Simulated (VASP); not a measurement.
Set up this calculation in VASP 6.6.1, as the native input.

```yaml
Task: relaxation of cell and atoms
Functional: PBE
Dispersion: D3(BJ)
Potentials_or_basis: VASP PAW PBE potentials, release 64 (C)
Cutoff: 520 eV
k_mesh: 15 × 15 × 6
Occupations: gaussian, width 1 eV
Spin: no spin polarisation
Further_INCAR_settings: ALGO = Normal; EDIFF = 1e-07; IBRION = 2; EDIFFG = -0.002; NSW = 80; ISIF = 3
```

The structure of C lies in POSCAR:

```
C
1.0
    2.4560000000      0.0000000000      0.0000000000
   -1.2280000000      2.1269583900      0.0000000000
    0.0000000000      0.0000000000      6.6960000000
C
4
Direct
    0.0000000000      0.0000000000      0.7500000000
    0.0000000000      0.0000000000      0.2500000000
    0.3333333300      0.6666666700      0.7500000000
    0.6666666700      0.3333333300      0.2500000000
```

The input as run:

INCAR

```
ALGO = Normal
EDIFF = 1E-7
EDIFFG = -0.002
ENCUT = 520
GGA = PE
IBRION = 2
ISIF = 3
ISMEAR = 0
IVDW = 12
LASPH = T
LCHARG = F
LREAL = F
LWAVE = F
NELM = 80
NSW = 80
PREC = Accurate
SIGMA = 1.0
```

KPOINTS

```
k-points
0
Gamma
  15 15 6
```

Potentials or basis: VASP PAW PBE potentials, release 64 (C).

Command:

```sh
$ cat potpaw_PBE.64/C/POTCAR > POTCAR
$ mpirun -np 1 vasp_std > vasp.out
```

Results of the run:

| Property | Result |
| --- | --- |
| Relaxed volume | 8.84 Å³/atom |
| Relaxed cell | a = 2.467 Å, b = 2.467 Å, c = 6.710 Å, α = 90.00°, β = 90.00°, γ = 120.00° |
| Space group after relaxing (to 0.05 Å) | P6_3/mmc (No. 194) |
| Energy gained by relaxing | 1.4 meV/atom |
| Ionic steps | 7 |
| Pressure after relaxing | 0.0 GPa |
| Band gap on the k mesh | none (metal or under the smearing width) |
| Dispersion energy per atom | -0.156 eV |

Wall time 71 s on 1 thread of Intel(R) Xeon(R) Platinum 8488C (Sapphire Rapids) (shared host), peak memory 0.17 GiB.
